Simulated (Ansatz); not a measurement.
The system is Cr.

```
CELL_PARAMETERS angstrom
2.71400 0.00000 0.00000
-1.35700 2.35039 0.00000
0.00000 0.00000 4.41000
ATOMIC_POSITIONS crystal
Cr 0.66667 0.33333 0.75000
Cr 0.33333 0.66667 0.25000
```

This isn't the form of Cr at room conditions, which is bcc.

* Program: Ansatz 0.2.0
* Task: single point
* Functional: PBEsol
* Potentials or basis: all-electron LAPW, scalar-relativistic
* Cutoff: 255 eV (chosen from the basis error)
* Basis error allowed: 0.001 eV/atom
* k mesh: 11 × 11 × 6
* Occupations: fermi-dirac, width 0.05 eV
* Spin: collinear spin, ferromagnetic start
* Starting moments: [3.0, 3.0] μB

On this cell: pressure -32.1 GPa; largest force under 0.003 eV/Å; net moment 1.65 μB per cell; site moments Cr +0.79 μB; band gap on the k mesh none (metal or under the smearing width).

The same run follows on a disturbed copy (atoms moved at random, drawn with an rms of 0.05 Å):

```
Cr
1.0
     2.71400    0.00000    0.00000
    -1.35700    2.35039    0.00000
     0.00000    0.00000    4.41000
Cr
2
Cartesian
  1.3866 0.7851 3.2815
  0.0005 1.5516 1.1229
```

Task: What changes?

Result: The energy (extrapolated to zero smearing) moves by +1.0 meV/atom; pressure -31.8 GPa; largest force 0.125 eV/Å; net moment 1.74 μB per cell; site moments Cr +0.83 μB; band gap on the k mesh none (metal or under the smearing width).

Forces on the atoms (eV/Å):
```
Cr   0.034  0.020  0.119
Cr  -0.034 -0.020 -0.119
```

Stress tensor (GPa, compression positive):
```
-32.85   0.47   0.04
  0.47 -33.39   0.03
  0.04   0.03 -29.02
```

Caveats: a pressure of tens of GPa on the cell as given is suspect, and the run, the potentials or the cell itself is likely at fault (some runs); the cell as given lies far from equilibrium (some runs).
